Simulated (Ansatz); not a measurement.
## La2O3: computed properties

The calculation used Ansatz 0.2.0, DFT PBE, scalar-relativistic, plane waves, PAW.

Settings: cutoff 420 eV, Γ-centred mesh 6×6×4 on the computed 5-atom cell, Gaussian smearing of 0.02 eV; no spin polarisation.

The structure is relaxed at this level of theory with its symmetry kept, and needn't be the ground state of this composition.

Space group P-3m1 (No. 164), trigonal, a = 3.940 Å, c = 6.188 Å. Around La lie 4 O at 2.37–2.46 Å and 3 O at 2.74 Å; O on a site of symmetry 3m is surrounded by 4 La at 2.37–2.46 Å, 3 O at 2.90 Å and 3 O at 3.16 Å; O on a site of symmetry -3m is surrounded by 6 La at 2.74 Å and 6 O at 3.16 Å.

* Volume per atom: 16.64 Å³
* Formation energy from the elements' standard states (uncorrected): -3.394 eV/atom
* Kohn–Sham band gap: 3.83 eV
* Orbital (Löwdin) character of the top 1 eV of the valence band: O 2p 85 %
* Orbital (Löwdin) character of the lowest 1 eV of the conduction band: La 4f 59 %, La 5d 33 %
* Bader charge by site (e): La (2 in the cell) 2.02, O (2 in the cell) -1.32, O (1 in the cell) -1.39

Spin-orbit coupling is left out, which matters for the bands of heavy elements.

It was relaxed from a Materials Project cell. Kohn–Sham gaps at this level usually fall short of measured ones. Löwdin shares on free-atom orbitals overweight diffuse shells in the empty bands.
